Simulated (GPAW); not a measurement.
Wanted: an ASE script for a GPAW 26.7.0 run.

- Task: band structure
- Functional: PBEsol
- Potentials or basis: PAW data sets generated in the run's folder for this functional
- Cutoff: 800 eV
- Basis: pw
- k mesh: 7 × 7 × 4
- Occupations: fermi-dirac, width 0.05 eV
- Spin: spin-orbit coupling, no magnetisation
- Maxiter: 150
- Band path: GMKGALHA,LM,KH
- Band points: 80
- spin axis theta (degrees): 0
- spin axis phi (degrees): 0
- Soc after scf: second variation

The system is TaN.

```
CELL_PARAMETERS angstrom
2.92177 0.00000 0.00000
-1.46088 2.53033 0.00000
0.00000 0.00000 5.91652
ATOMIC_POSITIONS crystal
Ta 0.00000 0.00000 0.50000
Ta 0.00000 0.00000 0.00000
N 0.33333 0.66667 0.25000
N 0.66667 0.33333 0.75000
```

The cell comes from a database or a generator and needn't be the stable form of this composition.

The input as run:

run.py

```python
import numpy as np
from ase import Atoms
from ase.dft.bandgap import bandgap
from ase.io import write
from ase.units import GPa
from gpaw import GPAW, PW, setup_paths
from gpaw.spinorbit import soc_eigenstates

setup_paths.insert(0, '.')

atoms = Atoms(['Ta', 'Ta', 'N', 'N'],
              cell=[[2.9217699809, 0.0, 0.0],
                    [-1.4608849905, 2.5303270275, 0.0],
                    [0.0, 0.0, 5.916515]],
              scaled_positions=[[0.0, 0.0, 0.5],
                                [0.0, 0.0, 0.0],
                                [0.3333333333, 0.6666666667, 0.25],
                                [0.6666666667, 0.3333333333, 0.75]],
              pbc=True)

calc = GPAW(mode=PW(800),
            xc='PBEsol',
            kpts={'size': (7, 7, 4), 'gamma': True},
            occupations={'name': 'fermi-dirac', 'width': 0.05},
            nbands=34,
            convergence={'density': 1e-05, 'energy': 1e-05},
            maxiter=150,
            txt='gpaw.txt')
atoms.calc = calc
energy = atoms.get_potential_energy()
forces = atoms.get_forces()
stress = atoms.get_stress()
calc.write('gs.gpw')
write('result.traj', atoms)
print(f'Energy: {energy:.6f} eV')
print('Forces (eV/A):')
print(forces.round(4))
print('Stress (GPa):', (stress / GPa).round(3))
print('Fermi level:', round(calc.get_fermi_level(), 4), 'eV')
print(f'Gap: {bandgap(calc)[0]:.4f} eV, direct: {bandgap(calc, direct=True)[0]:.4f} eV')

path = atoms.cell.bandpath('GMKGALHA,LM,KH', npoints=80, eps=1e-4)
bs_calc = calc.fixed_density(kpts=path, symmetry='off', nbands=48,
                             convergence={'bands': 'CBM+6.0', 'eigenstates': 1e-6}, txt='bands.txt')
bs = bs_calc.band_structure()
bs.write('bs.json')
print(f'Gap on the path: {bandgap(bs_calc)[0]:.4f} eV')

soc = soc_eigenstates(bs_calc, theta=0, phi=0)
np.savetxt('soc_bands.dat', soc.eigenvalues(), fmt='%.4f')
mesh = soc_eigenstates('gs.gpw', theta=0, phi=0)
np.savetxt('soc_mesh.dat', mesh.eigenvalues(), fmt='%.4f')
print('Fermi level with spin-orbit coupling:', round(mesh.fermi_level, 4), 'eV')
```

Potentials or basis: PAW data sets generated in the run's folder for this functional, pw.

The run is started by

```bash
$ gpaw-setup -f PBEsol N Ta
$ OMP_NUM_THREADS=1 python run.py
```

Results of the run:

```json
{"Pressure": "-10.7 GPa", "Band gap along the path": "none (metal or under the smearing width)"}
```

Caveat: spin-orbit coupling was added after a scalar SCF, so levels and gaps hold it while energy, forces, pressure and moments don't; this program's spin-orbit splittings come out too wide for heavy elements.

Run time: 2.1 min on 1 thread of Arm Neoverse V1, with other jobs on the host, peak memory 0.48 GiB.
